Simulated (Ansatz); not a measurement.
Random displacements in SnO

All numbers below come from DFT PBEsol, scalar-relativistic, plane waves, PAW (Ansatz). The runs took a 420 eV cutoff, a Γ-centred 8×6×8 mesh and Gaussian smearing (0.05 eV). No spin polarisation. Energies are free energies at this smearing, counted from the undisturbed cell; pressure is positive in compression.

Zero of the scan (relaxed at this level; this form isn't the usual structure):

```
Sn O
1.0
     3.31561    0.00000    0.00000
     0.00000    5.70499    0.00000
     0.00000    0.00000    3.89416
Sn O
2 2
Cartesian
  0.0000 1.3338 2.0490
  1.6578 4.3712 0.1019
  0.0000 5.0509 2.8187
  1.6578 0.6540 0.8716
```

The cell holds layers and no dispersion correction was added, so their binding is poorly described.

After a displacement of all atoms with no net shift, the run gives ΔE = 258.8 meV/atom; stress (xx, yy, zz, yz, xz, xy; compression positive) (-5.20, -11.17, -5.72, -0.09, 0.81, -1.63) GPa; gap on the mesh 0.55 eV.

| atom | Fx (eV/Å) | Fy | Fz |
| --- | --- | --- | --- |
| Sn1 | -0.114 | -2.869 | -0.944 |
| Sn2 | 0.277 | 1.928 | -0.816 |
| O3 | 0.423 | -1.299 | 0.846 |
| O4 | -0.586 | 2.240 | 0.914 |

(1) Which displacements (Å, in the unstrained cell) and strain were applied?

Results:

(1)
```
atom ux uy uz
 Sn1   0.00   0.20   0.09
 Sn2  -0.18  -0.12   0.03
  O3  -0.01   0.12  -0.07
  O4   0.20  -0.20  -0.05
```
The cell is not strained.